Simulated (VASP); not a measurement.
# N in VASP: single point with r2SCAN+rVV10

Aim: the single point of N with r2SCAN+rVV10.

Program: VASP 6.6.1. These are calculated values, not measurements. Logs are shortened: lines on timing, memory, paths and dates and some standing lists are left out, and cuts for length are marked.

**1. The structure**

The cell holds a molecule_in_box, 1 atom: a = 14.000 Å, b = 14.500 Å, c = 15.000 Å, α = 90.00°, β = 90.00°, γ = 90.00°.

**2. Single point, r2SCAN+rVV10, collinear spin, ferromagnetic start**

INCAR

```
SYSTEM = N
PREC = Accurate ; ENCUT = 450
EDIFF = 1E-6 ; ISMEAR = 0
SIGMA = 0.005 ; LREAL = .False.
LASPH = .True. ; NELM = 200
ALGO = Normal ; ISIF = 2
LWAVE = .False. ; LCHARG = .False.
ISPIN = 2 ; MAGMOM = 3
LORBIT = 11 ; METAGGA = R2SCAN
LMIXTAU = .True. ; LUSE_VDW = .True.
IVDW_NL = 2 ; BPARAM = 11.95
CPARAM = 0.0093 ; AMIX = 0.2
BMIX = 1E-4 ; AMIX_MAG = 0.8
BMIX_MAG = 1E-4 ; ISYM = 0
```

KPOINTS

```
Automatic mesh
0
Gamma
  1 1 1
  0 0 0
```

POSCAR

```
N
1.0
   14.0000000000      0.0000000000      0.0000000000
    0.0000000000     14.5000000000      0.0000000000
    0.0000000000      0.0000000000     15.0000000000
N
1
Direct
    0.5000000000      0.5000000000      0.5000000000
```

Potentials or basis: VASP PAW PBE potentials, release 64 (N).

Command:

```sh
$ cat potpaw_PBE.64/N/POTCAR > POTCAR
$ mpirun -np 2 vasp_gam > vasp.out
```

OUTCAR:

```text
SYSTEM = N
   PREC = Accurate
   ENCUT = 450
   EDIFF = 1E-6
   ISMEAR = 0
   LREAL = .False.
   LASPH = .True.
   NELM = 200
   ISIF = 2
   ISPIN = 2
   LORBIT = 11
   METAGGA = R2SCAN
   IVDW_NL = 2
   BPARAM = 11.95
   AMIX = 0.2
   AMIX_MAG = 0.8
   ISYM = 0

 ion  position               nearest neighbor table
   1  0.500  0.500  0.500-

IMPORTANT INFORMATION: All symmetrisations will be switched off!
NOSYMM: (Re-)initialisation of all symmetry stuff for point group C_1.

----------------------------------------------------------------------------------------

                                     Primitive cell

  volume of cell :    3045.0000

  direct lattice vectors                    reciprocal lattice vectors
    14.000000000  0.000000000  0.000000000     0.071428571  0.000000000  0.000000000
     0.000000000 14.500000000  0.000000000     0.000000000  0.068965517  0.000000000
     0.000000000  0.000000000 15.000000000     0.000000000  0.000000000  0.066666667

  length of vectors
    14.000000000 14.500000000 15.000000000     0.071428571  0.068965517  0.066666667

  position of ions in fractional coordinates (direct lattice)
     0.500000000  0.500000000  0.500000000

  ion indices of the primitive-cell ions
   primitive index   ion index
                 1           1

----------------------------------------------------------------------------------------

 KPOINTS: Automatic mesh

Automatic generation of k-mesh.
 Grid dimensions read from file:
 generate k-points for:    1    1    1

 Generating k-lattice:

  Cartesian coordinates                     Fractional coordinates (reciprocal lattice)
     0.071428571  0.000000000  0.000000000     1.000000000  0.000000000  0.000000000
     0.000000000  0.068965517  0.000000000     0.000000000  1.000000000  0.000000000
     0.000000000  0.000000000  0.066666667     0.000000000  0.000000000  1.000000000

  Length of vectors
     0.071428571  0.068965517  0.066666667

  Shift w.r.t. Gamma in fractional coordinates (k-lattice)
     0.000000000  0.000000000  0.000000000

 Subroutine IBZKPT returns following result:
 ===========================================

 Found      1 irreducible k-points:

 Following reciprocal coordinates:
            Coordinates               Weight
  0.000000  0.000000  0.000000      1.000000
   k-points           NKPTS =      1   k-points in BZ     NKDIM =      1   number of bands    NBANDS=      8
   number of dos      NEDOS =    301   number of ions     NIONS =      1
   total plane-waves  NPLWV = ******
   dimension x,y,z NGX =    98 NGY =  100 NGZ =  108
   dimension x,y,z NGXF=   196 NGYF=  200 NGZF=  216
   ions per type =               1
   NGX,Y,Z   is equivalent  to a cutoff of  11.64, 11.47, 11.97 a.u.
   NGXF,Y,Z  is equivalent  to a cutoff of  23.27, 22.93, 23.94 a.u.
 SYSTEM =  N
   PREC   = accura    normal or accurate (medium, high low for compatibility)
   ISTART =      0    job   : 0-new  1-cont  2-samecut
   ICHARG =      2    charge: 1-file 2-atom 10-const
   ISPIN  =      2    spin polarized calculation?
   LNONCOLLINEAR =      F non collinear calculations
   LSORBIT =      F    spin-orbit coupling
   LASPH  =      T    aspherical Exc in radial PAW
   ENCUT  =  450.0 eV  33.07 Ry    5.75 a.u.  24.22 25.08 25.95*2*pi/ulx,y,z
   NELM   =    200;   NELMIN=  2; NELMDL= -5     # of ELM steps
   EDIFF  = 0.1E-05   stopping-criterion for ELM
   LREAL  =      F    real-space projection
   EDIFFG = 0.1E-04   stopping-criterion for IOM
   NSW    =      0    number of steps for IOM
   IBRION =     -1    ionic relax: 0-MD 1-quasi-New 2-CG
   NFREE  =      0    steps in history (QN), initial steepest desc. (CG)
   ISIF   =      2    stress and relaxation
   ISYM   =      0    0-nonsym 1-usesym 2-fastsym
   POTIM  = 0.5000    time-step for ionic-motion
   TEBEG  =    0.0;   TEEND  =   0.0 temperature during run
   PSTRESS=    0.0 pullay stress
   NELECT =       5.0000    total number of electrons
   NUPDOWN=      -1.0000    fix difference up-down
   EMIN   =  10.00;   EMAX   =-10.00  energy-range for DOS
   EFERMI =   0.00;   METHOD = LEGACY
   ISMEAR =     0;   SIGMA  =   0.01  broadening in eV -4-tet -1-fermi 0-gaus
   EFERMI_NEDOS =   21; number of points for ismear=-14 and -15
   IALGO  =     38    algorithm
   IMIX   =      4    mixing-type and parameters
     AMIX     =   0.20;   BMIX     =  0.00
     AMIX_MAG =   0.80;   BMIX_MAG =  0.00
  volume/ion in A,a.u.               =    3045.00     20548.67
  Fermi-wavevector in a.u.,A,eV,Ry     =   0.193139  0.364979  0.507532  0.037303
  Thomas-Fermi vector in A             =   0.937105
   LORBIT       =     11    0 simple, 1 ext, 2 COOP (PROOUT), +10 PAW based schemes
   METAGGA = R2SCAN    functional components
   LHFCALC =     F    Hartree Fock is set to
   AEXX    =    0.0000 exact exchange contribution
   IVDW_NL    =     2    kernel type
   BPARAM     =11.9500
   IVDW    =     0    specifies the selected vdW correction
   LEPSILON=     F    determine dielectric tensor
   LRPA    =     F    only Hartree local field effects (RPA)
 spin polarized calculation
 Gauss-broadening in eV      SIGMA  =   0.01
  energy-cutoff  :      450.00
  volume of cell :     3045.00
 maximum number of plane-waves:     33027
 NGX is ok and might be reduce to    98
   NGX = 49   NGY = 51   NGZ = 51

 number of electron       5.0000000 magnetization       3.0000000

 Free energy of the ion-electron system (eV)
  ---------------------------------------------------
  ext. energy  EPLUGINS =         0.00000000
  ---------------------------------------------------
  free energy    TOTEN  =        -4.20030518 eV

  energy without entropy =       -4.20030518  energy(sigma->0) =       -4.20030518

 E-fermi :  -8.7661     XC(G=0):   0.0051

 val. band max:       -8.8206557827   @ k =   0.0000   0.0000   0.0000
 cond. band min:      -3.1023581910   @ k =   0.0000   0.0000   0.0000
 fundamental gap:      5.7182975917
 Fermi energy:        -8.7660915629

 spin component 1

 k-point     1 :       0.0000    0.0000    0.0000
  band No.  band energies     occupation
      1     -21.3089      1.00000
      2      -8.8207      1.00000
      3      -8.8207      1.00000
      4      -8.8207      1.00000
      5       0.0139      0.00000
      6       0.6382      0.00000
      7       0.7035      0.00000
      8       0.7484      0.00000
 Fermi energy:        -8.7660915629

 spin component 2

 k-point     1 :       0.0000    0.0000    0.0000
  band No.  band energies     occupation
      1     -15.1497      1.00000
      2      -3.1024      0.00000
      3      -3.1021      0.00000
      4      -3.1019      0.00000
      5       0.1136      0.00000
      6       0.7596      0.00000
      7       0.7740      0.00000
      8       0.8157      0.00000

------------------------ aborting loop because EDIFF is reached ----------------------------------------

  FORCE on cell =-STRESS in cart. coord.  units (eV):
  Direction    XX          YY          ZZ          XY          YZ          ZX
  --------------------------------------------------------------------------------------
  -------------------------------------------------------------------------------------
  Total       -0.2203780     -0.2213586     -0.2210237     -0.0000001     -0.0000003      0.0000001
  in kB       -0.1159556     -0.1164715     -0.1162953     -0.0000001     -0.0000002      0.0000001
  external PRESSURE =      -0.1162408 kB  Pullay stress =       0.0000000 kB

 VOLUME and BASIS-vectors are now :
 -----------------------------------------------------------------------------
  energy-cutoff  :      450.00
  volume of cell :     3045.00
      direct lattice vectors                 reciprocal lattice vectors
    14.000000000  0.000000000  0.000000000     0.071428571  0.000000000  0.000000000
     0.000000000 14.500000000  0.000000000     0.000000000  0.068965517  0.000000000
     0.000000000  0.000000000 15.000000000     0.000000000  0.000000000  0.066666667

 POSITION                                       TOTAL-FORCE (eV/Angst)
 -----------------------------------------------------------------------------------
      7.00000      7.25000      7.50000         0.000000     -0.000000      0.000001
 -----------------------------------------------------------------------------------
    total drift:                                0.000000     -0.000000      0.000001

  FREE ENERGIE OF THE ION-ELECTRON SYSTEM (eV)
  ---------------------------------------------------
  free  energy   TOTEN  =        -4.2003051849 eV

  energy  without entropy=       -4.2003051849  energy(sigma->0) =       -4.20030518

 total charge

# of ion       s       p       d       tot
------------------------------------------
    1        1.366   1.917   0.000   3.283

 magnetization (x)

# of ion       s       p       d       tot
------------------------------------------
    1        0.046   1.917   0.000   1.963
```

It took 11 min on 2 MPI ranks of Intel Xeon 6975P-C (Granite Rapids), shared host; peak memory 3.5 GiB.

Results:

| Quantity | Value |
| --- | --- |
| Free energy | -4.2003 eV |
| Gap between the frontier levels | 5.72 eV |
| Net moment | 3.00 μB per cell |
| Site moments | N +1.96 μB |
| Valence electrons inside the program's atomic spheres | N 3.28 |

Levels at points of the mesh, in eV from the valence-band top:
Spin up:
| k point | band 1 | band 2 | band 3 | band 4 | band 5 | band 6 | band 7 | band 8 |
| --- | --- | --- | --- | --- | --- | --- | --- | --- |
| (0.00, 0.00, 0.00) | -12.49 | 0.00 | 0.00 | 0.00 | 8.83 | 9.46 | 9.52 | 9.57 |
Spin down:
```csv
k point,band 1,band 2,band 3,band 4,band 5
"(0.00, 0.00, 0.00)",-6.33,5.72,5.72,5.72,8.93
```

Caveat: the cutoff is under 1.25 times the usual one of these potentials, so pressure, stress and relaxed cells hold a basis-set (Pulay) error; the PAW data sets were made with another functional, which shifts forces and pressure a little.
